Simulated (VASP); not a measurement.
Write the native input for VASP 6.6.1 that does the following.

```yaml
Task: single point
Functional: PBEsol
Potentials_or_basis: VASP PAW PBE potentials, release 64 (Cu, I)
Cutoff: 520 eV
k_mesh: 6 × 6 × 6
Occupations: gaussian, width 0.01 eV
Spin: no spin polarisation
Dipole_correction: no
Further_INCAR_settings: ALGO = Fast; EDIFF = 1e-06; NBANDS = 16
```

The structure of CuI (Marshite) lies in POSCAR:

```
CuI
1.0
    0.0000000000      3.0120429033      3.0120429033
    3.0120429033      0.0000000000      3.0120429033
    3.0120429033      3.0120429033      0.0000000000
Cu I
1 1
Direct
    0.2500000000      0.2500000000      0.2500000000
    0.0000000000      0.0000000000      0.0000000000
```

These files were run (other wordings do the same):

INCAR

```
SYSTEM = CuI
PREC = Accurate
ENCUT = 520
EDIFF = 1E-6
ISMEAR = 0
SIGMA = 0.01
LREAL = .False.
LASPH = .True.
NELM = 100
ALGO = Fast
ISIF = 2
LWAVE = .False.
LCHARG = .True.
GGA = PS
LELF = .True.
LVHAR = .True.
NBANDS = 16
```

KPOINTS

```
regular mesh
0
Gamma
  6 6 6
  0 0 0
```

Potentials or basis: VASP PAW PBE potentials, release 64 (Cu, I).

Launch:

```bash
$ cat potpaw_PBE.64/Cu/POTCAR potpaw_PBE.64/I/POTCAR > POTCAR
$ mpirun -np 1 vasp_std > vasp.out
```

It gave:

```
Pressure               : -1.7 GPa
Band gap on the k mesh : 1.08 eV, direct
```

Caveat: the PAW data sets were made with another functional, which shifts forces and pressure a little; spin-orbit coupling is left out, which moves the levels of the heavy elements.

Run time: 21 s on 1 thread of AMD EPYC 7R13 Processor (Zen 3), on a shared host, peak memory 0.15 GiB.
